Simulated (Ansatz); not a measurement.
# What strain does to NaCl (rocksalt)

NaCl (rocksalt), relaxed with r2SCAN in the plane-wave code Ansatz. The symmetry is Fm-3m (No. 225, cubic); a = 5.605 Å in the conventional setting, 22.02 Å³ an atom. Na is surrounded by 6 Cl at 2.80 Å; Cl is surrounded by 6 Na at 2.80 Å.

The axes x, y and z are those of this cell:
```
Na Cl
1.0
     0.00000    2.80270    2.80270
     2.80270    0.00000    2.80270
     2.80270    2.80270    0.00000
Na Cl
1 1
Direct
  0.00000 0.00000 0.00000
  0.50000 0.50000 0.50000
```

Unstrained: The PBE gap is direct at Γ: 5.180 eV. With r2SCAN the gap is 5.975 eV and direct, at Γ. HSE06 gives a direct gap of 6.559 eV at Γ. Meshes: PBE 8×8×8, r2SCAN 8×8×8, HSE06 6×6×6. Strains are changes of length per length, and xy shears are angles. After each strain the atoms were relaxed again with r2SCAN within the symmetry that the strain leaves, so tilts or polar shifts that break it weren't tested; points keep the names that they have in the unstrained zone. The values are computed, spin-unpolarised, and not measurements.

Changes of the least gap in eV (an overlap counts as a negative gap):

| strain | volume change (%) | space group | PBE | r2SCAN | HSE06 | G0W0@PBE (mesh) | energy rise, r2SCAN (meV/atom) |
| --- | --- | --- | --- | --- | --- | --- | --- |
| xy shear, engineering strain (angle) -0.5 % | 0.0 | Immm | -0.010 | -0.009 | -0.010 | -0.01 | 0.0 |
| isotropic +3.0 % on every length | +9.3 | Fm-3m | -0.331 | -0.353 | -0.356 | -0.33 | 13.3 |
| uniaxial +3.0 % along [111] | +3.0 | R-3m | -0.159 | -0.168 | -0.169 | -0.16 | 2.6 |
| epitaxial -3.0 % in the xy plane, free normal strain +1.25 % | -4.7 | I4/mmm | +0.183 | +0.199 | +0.195 | +0.18 | 9.7 |
| epitaxial +0.5 % in the plane normal to [111], free normal strain -0.40 % | +0.6 | R-3m | -0.047 | -0.048 | -0.049 | -0.05 | 0.1 |

Unstrained, G0W0@PBE with 183 empty bands, a screening cutoff of 150 eV and a 4×4×4 mesh gives 7.96 eV on its mesh; the band count follows the volume. The G0W0 figures hold for the stated bands, cutoff and mesh and aren't extrapolated.

Xy shear, engineering strain (angle) -0.5 %. HSE06: the gap goes from 6.559 to 6.549 eV (-0.010 eV); with r2SCAN the top three valence levels at Γ, degenerate before, become 1+1+1 from the top over 20 meV. Stress change with r2SCAN, compression positive: xx 0.00, yy 0.00, zz 0.00, xy +0.07 GPa.

Isotropic +3.0 % on every length. HSE06: the gap goes from 6.559 to 6.203 eV (-0.356 eV). Stress change with r2SCAN, compression positive: xx -1.99, yy -1.99, zz -1.99 GPa. For HSE06, dE_g/d ln V = -4.0 eV over this step.

Uniaxial +3.0 % along [111], other directions held. HSE06: the gap goes from 6.559 to 6.390 eV (-0.169 eV); with r2SCAN the top three valence levels at Γ, degenerate before, become 2+1 from the top over 115 meV. Stress change with r2SCAN, compression positive: xx -0.77, yy -0.77, zz -0.77, xy -0.28, xz -0.28, yz -0.28 GPa.

Epitaxial -3.0 % in the xy plane, free normal strain +1.25 %. HSE06: the gap goes from 6.559 to 6.754 eV (+0.195 eV); with r2SCAN the top three valence levels at Γ, degenerate before, become 1+2 from the top over 20 meV. Stress change with r2SCAN, compression positive: xx +2.48, yy +2.48, zz -0.01 GPa.

Epitaxial +0.5 % in the plane normal to [111], free normal strain -0.40 %. HSE06: the gap goes from 6.559 to 6.510 eV (-0.049 eV); with r2SCAN the top three valence levels at Γ, degenerate before, become 1+2 from the top over 34 meV. Stress change with r2SCAN, compression positive: xx -0.16, yy -0.16, zz -0.16, xy +0.08, xz +0.08, yz +0.08 GPa.

The meshes of the hybrids are coarse, so their gaps aren't converged to the digits shown.

The splittings at Γ are without spin-orbit coupling, which regroups them where it is of like size or larger.
